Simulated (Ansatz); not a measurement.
# TePt (R-3m) in Ansatz: a run that goes wrong, beside a sound one

A flawed run on TePt and a sound one for comparison.

Program: Ansatz 0.2.0. These are calculated values, not measurements. Logs are shortened: lines on timing, memory, paths and dates and some standing lists are left out, and cuts for length are marked.

### 1 The crystal as given

The structure is trigonal, space group R-3m (No. 166). Conventional cell: a = 3.963 Å, b = 3.963 Å, c = 19.983 Å, α = 90.00°, β = 90.00°, γ = 120.00°. Pt (site symmetry 3m) is surrounded by 3 Te at 2.59 Å and 3 Pt at 2.72 Å. Around Te (site symmetry 3m) lie 3 Pt at 2.59 Å.

### 2 A run with an altered input

The input, input.yaml:

```yaml
crystal:
  lattice:
    - [1.9815661262, 1.1440577364, 6.6610334788]
    - [-1.9815661262, 1.1440577364, 6.6610334788]
    - [0.0, -2.2881154728, 6.6610334788]
  atoms:
    - { symbol: Pt, position: [0.1296666667, 0.1296666667, 0.1296666667] }
    - { symbol: Pt, position: [0.8703333333, 0.8703333333, 0.8703333333] }
    - { symbol: Te, position: [0.402, 0.402, 0.402] }
    - { symbol: Te, position: [0.598, 0.598, 0.598] }
hamiltonian:
  xc: pbesol
  pseudopotentials: { kind: paw }
kpoints:
  mp_grid: { grid: [8, 8, 8] }
scf:
  max_iter: 100
output:
  forces: true
  stress: true
  eigenvalues: true
relax:
  f_tol: 0.01
  max_steps: 40
  cell: { stress_tol: 0.05 }
```

Potentials or basis: Ansatz PAW.

Run with:

```
$ ansatz run input.yaml --threads 2 --pin off --max-ram 5632MiB --backend cpu --events-out ev --progress --plain --runs-dir out
```

The program printed:

```text
Error: YAML parse error: `scf.occupations.method` is required: fixed only where the cell keeps a band gap throughout the run, explicit beside scf.occupations.values (under evaluate: without them), else a smearing such as fermi_dirac (scf.occupations.width is optional; its entry in the input reference gives the default)
```

Run time: 0.04 s. Hardware: 2 threads of AMD EPYC 7R43 (Zen 3), shared host; peak memory 0.028 GiB.

The program refused the input. The input was made wrong on purpose: no occupation method (scf.occupations = left out).

### 3 Relaxation of cell and atoms, PBEsol

input.yaml, as its differences from that of step 2:

```diff
@@ -16,3 +16,3 @@
 scf:
-  max_iter: 100
+  occupations: { method: fermi_dirac, width: 0.05 }
 output:
@@ -21,2 +21,6 @@
   eigenvalues: true
+  write_density: true
+  write_potential: true
+  elf: true
+  volumetric_format: npy
 relax:
```

Potentials or basis: Ansatz PAW.

Run with:

```
$ ansatz run input.yaml --threads 2 --pin off --max-ram 5632MiB --backend cpu --events-out ev --progress --plain --runs-dir out
```

It took 36 s on 2 threads of AMD EPYC 7R43 (Zen 3), shared host; peak memory 0.57 GiB.

Results (log left out):

| Quantity | Value |
| --- | --- |
| Free energy | -38572.0230 eV |
| Relaxed volume | 22.43 Å³/atom |
| Relaxed cell | a = 6.982 Å, b = 6.982 Å, c = 6.982 Å, α = 32.98°, β = 32.98°, γ = 32.98° |
| Space group after relaxing (to 0.05 Å) | R-3m (No. 166) |
| Energy gained by relaxing | 1.1 meV/atom |
| Ionic steps | 6 |
| Pressure after relaxing | 0.0 GPa |
| Band gap on the k mesh | none (metal or under the smearing width) |

Step by step:
```tsv
step	energy change (eV)	largest force (eV/Å)	volume (Å³)
1	0.0000	0.1910	90.60
2	-0.0043	0.0509	89.96
3	-0.0047	0.0287	89.67
4	-0.0048	0.0010	89.70
5	-0.0048	0.0005	89.72
6	-0.0045	0.0006	89.72
```

Final structure:
```cif
data_structure
_symmetry_space_group_name_H-M 'P 1'
_symmetry_Int_Tables_number 1
_cell_length_a 6.9819
_cell_length_b 6.9819
_cell_length_c 6.9819
_cell_angle_alpha 32.975
_cell_angle_beta 32.975
_cell_angle_gamma 32.975
_cell_volume 89.72
loop_
_atom_site_label
_atom_site_type_symbol
_atom_site_fract_x
_atom_site_fract_y
_atom_site_fract_z
_atom_site_occupancy
Pt1 Pt 0.13007 0.13007 0.13007 1
Pt2 Pt 0.86993 0.86993 0.86993 1
Te1 Te 0.40119 0.40119 0.40119 1
Te2 Te 0.59881 0.59881 0.59881 1
```

Levels at points of the mesh, in eV from the Fermi level:
```
              k point  band 31  band 32  band 33  band 34  band 35  band 36  band 37  band 38
   (0.00, 0.00, 0.00)    -1.73     0.61     0.61     0.89     1.24     2.87     2.87     4.60
  (0.00, 0.00, -0.50)    -2.49    -1.98    -1.82    -1.05     0.34     1.30     1.97     3.80
 (0.00, -0.50, -0.50)    -2.46    -1.81    -1.75    -1.37    -1.14     2.59     3.92     4.80
(-0.50, -0.50, -0.50)    -1.68    -1.65     1.23     1.23     1.88     1.88     3.53     4.53
```

Caveat: the plane-wave basis is chosen anew once the cell has moved, so the energies of steps on either side of that aren't comparable; the PAW data sets come from PBE, with cores solved anew for the run's functional, which leaves a small shift of forces and pressure.
